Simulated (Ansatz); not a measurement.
Trial structures of HfSiO₄: starts and ends

Theory: DFT PBE, scalar-relativistic, plane waves, PAW in Ansatz. All cells share a 420 eV cutoff and Γ-centred k meshes spaced at most about 0.3 Å⁻¹ (2π included). No spin polarisation in the final relaxations.

Each guess was relaxed in cell and atoms at zero pressure, within the symmetry of its start. All energies are static (0 K, no zero-point motion). Coordination counts O atoms around Hf and Si (those within 1.25 times the shortest such distance or 1.15 times the sum of covalent radii; a plus sign parts nearer from farther groups).

| guess | made from | start group | V start (Å³/atom) | end group | V end (Å³/atom) | coordination at the end | gap on mesh (eV) | E over the lowest end (meV/atom) |
| --- | --- | --- | --- | --- | --- | --- | --- | --- |
| 1 | random cell | R3m | 14.4 | R3m | 20.8 | Hf 1+6, Si 3 | 3.38 | 1188 |
| 2 | random cell | F222 | 13.4 | ? | ? | ? | ? | ? |
| 3 | random cell | P-6m2 | 12.8 | P-6m2 | 14.5 | Hf 6, Si 2+3 | 2.36 | 399 |
| 4 | a cell as deposited in COD | I4_1/amd | 10.7 | I4_1/amd (zircon) | 11.1 | Hf 8, Si 4 | 5.33 | 0 |

Guess 2 as it starts:

```
Hf Si O
1.0
     0.00000    3.56545    4.23335
     2.66200    0.00000    4.23335
     2.66200    3.56545    0.00000
Hf Si O
1 1 4
Direct
  0.25000 0.25000 0.25000
  0.50000 0.50000 0.50000
  0.24713 0.75287 0.75287
  0.75287 0.24713 0.24713
  0.20979 0.20979 0.79021
  0.79021 0.79021 0.20979
```

Question: Fill in the missing row: what does this guess relax into, and where does it rank?

Answer: It ends in space group F222 (No. 22), with a = 5.136 Å, b = 7.030 Å, c = 7.745 Å, 11.7 Å³/atom and a gap of 0.97 eV; its coordination is Hf 8, Si 4. It lies 0.75 eV/atom over the lowest end, above guess 3 and below guess 1. Counting O atoms around Hf and Si, this end and the lowest (guess 4) both have Hf 8, Si 4.

```
Hf Si O
1.0
     0.00000    3.51512    3.87230
     2.56793    0.00000    3.87230
     2.56793    3.51512    0.00000
Hf Si O
1 1 4
Direct
  0.75000 0.75000 0.75000
  0.50000 0.50000 0.50000
  0.73784 0.26216 0.73784
  0.26216 0.73784 0.26216
  0.71814 0.71814 0.28186
  0.28186 0.28186 0.71814
```

The zero of energy is the elements' standard structures at the same level (O₂ as a molecule); no fitted shifts are applied.

Question: Is the lowest end bound against the elements?

Answer: Yes: its formation energy is −3.138 eV/atom. It lies below the elements, which doesn't yet make it stable against other compounds or structures.

Weakly bound directions are ill-defined at this level, which has no dispersion term (R3m), and this can change margins and order among such cells. These runs have no spin–orbit coupling, which can matter for Hf. Kohn–Sham gaps at this level usually fall short of measured ones. With atoms moved at random, I4_1/amd came back. Other cells relaxed within their symmetry can be saddle points. Some types were kept out of the candidates beforehand, so the set may lack a known form.
